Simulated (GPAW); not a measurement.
Runs of GPAW 26.7.0 on ZnS. It takes space group F-43m (No. 216, cubic). Conventional cell: a = 5.404 Å, b = 5.404 Å, c = 5.404 Å, α = 90.00°, β = 90.00°, γ = 90.00°. Zn (site symmetry -43m) is surrounded by 4 S at 2.34 Å. S (site symmetry -43m) is surrounded by 4 Zn at 2.34 Å. 

```tsv
task	level	potentials or basis	spin	cell	k mesh	cutoff (eV)	smearing	maxiter	response ecut	response k mesh	response bands	kernels	grid spacing	mesh quality	gap on the mesh (eV)	pressure (GPa)
single point	PBE	GPAW PAW data sets (gpaw-data 1.2.1), pw	off	as given	7 × 7 × 7	500	fermi-dirac 0.01 eV	150	-	-	-	-	-	not flagged	2.11	1.5
dielectric tensor	PBE	GPAW PAW data sets (gpaw-data 1.2.1), pw	off	as given	7 × 7 × 7	500	fermi-dirac 0.001 eV	150	80 eV	21 × 21 × 21	25	["RPA", "ALDA_X", "LR0.2"]	-	not flagged	2.11	-
eps q	PBE	GPAW PAW data sets (gpaw-data 1.2.1), pw	off	volume scaled by 0.92	7 × 7 × 7	500	fermi-dirac 0.001 eV	150	80 eV	14 × 14 × 14	29	-	-	not flagged	2.47	-
band structure	PW91+D4	PAW data sets generated in the run's folder for this functional, fd	SOC, no magnetisation	volume scaled by 0.92	9 × 9 × 9	-	fermi-dirac 0.05 eV	150	-	-	-	-	0.18 Å	not flagged	(a)	-
single point	PBE	GPAW PAW data sets (gpaw-data 1.2.1), pw	off	atoms moved at random, drawn with an rms of 0.05 Å	9 × 9 × 9	600	fermi-dirac 0.05 eV	150	-	-	-	-	-	not flagged	2.06	1.8
hybrid scf	r2SCAN-EpsX	GPAW PAW data sets (gpaw-data 1.2.1), pw	off	as given	4 × 4 × 4	500	fermi-dirac 0.001 eV	40	-	-	-	-	-	coarse	3.90	-
single point	PBE	GPAW PAW data sets (gpaw-data 1.2.1), pw	off	volume scaled by 0.92	7 × 7 × 7	500	fermi-dirac 0.01 eV	150	-	-	-	-	-	not flagged	2.47	9.2
```

Problem. Estimate the missing entries.

Solution. (a) 2.43.

Caveats: some runs use coarse meshes; the cutoff is short for stress and forces, so pressures can be off by a GPa or more (some runs); the long-wavelength limit can be off by several per cent where d states take part (some runs); an odd mesh through Γ misses points on the zone boundary, where band edges often lie (some runs); spin-orbit coupling was added after a scalar SCF, so levels and gaps hold it while energy, forces, pressure and moments don't (some runs); exact exchange converges slowly with the k mesh, and this mesh is small (some runs); the scaled meta-GGA exchange is a class typed in the script (some runs).
